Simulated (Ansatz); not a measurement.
Formation energy of MoTe2

Method: r²SCAN, scalar-relativistic; collinear spin; PAW, 500 eV, Γ-centred 8×8×2 mesh, 0.05 eV Gaussian smearing; code Ansatz; PAW files: Ansatz's generated set soft_2.

The chain of runs began from a cell as deposited in COD, expanded in volume.

It takes space group P6_3/mmc (No. 194, hexagonal). Conventional cell: a = 3.564 Å, b = 3.564 Å, c = 14.720 Å, α = 90.00°, β = 90.00°, γ = 120.00°. Te (site symmetry 3m) has 3 Mo at 2.73 Å as nearest neighbours. Mo (site symmetry -6m2) is surrounded by 6 Te at 2.73 Å. (Shells end 15 % past the nearest neighbour.)

The elements were computed in their standard states with the same datasets, cutoff and functional. Total energies depend on the potentials used, so only differences within one code and one set of settings carry meaning.

Energy of the relaxed cell (6 atoms, smearing extrapolated to zero): -37916.305 eV. Elements, in eV/atom: Te -6994.823, Mo -4967.595.

Task: What is the formation energy?

Result: [-37916.305 − (4 × -6994.823 + 2 × -4967.595)] / 6 = -0.30 eV/atom, or -29 kJ per mole of atoms.

The value is for 0 K, without zero-point energy. A negative value shows stability against the elements alone, not against other compounds or structures.

 Spin–orbit coupling, which matters for such heavy elements, is left out. The structure is built of weakly bound layers, and this functional has no dispersion term, so their spacing and all that hangs on it (volume, the soft elastic constants, low modes, dielectric constants) are poorly given. The relaxed cell is 8 % larger in volume than the cell of this structure in the Crystallography Open Database (24.96 Å³/atom, 1963).
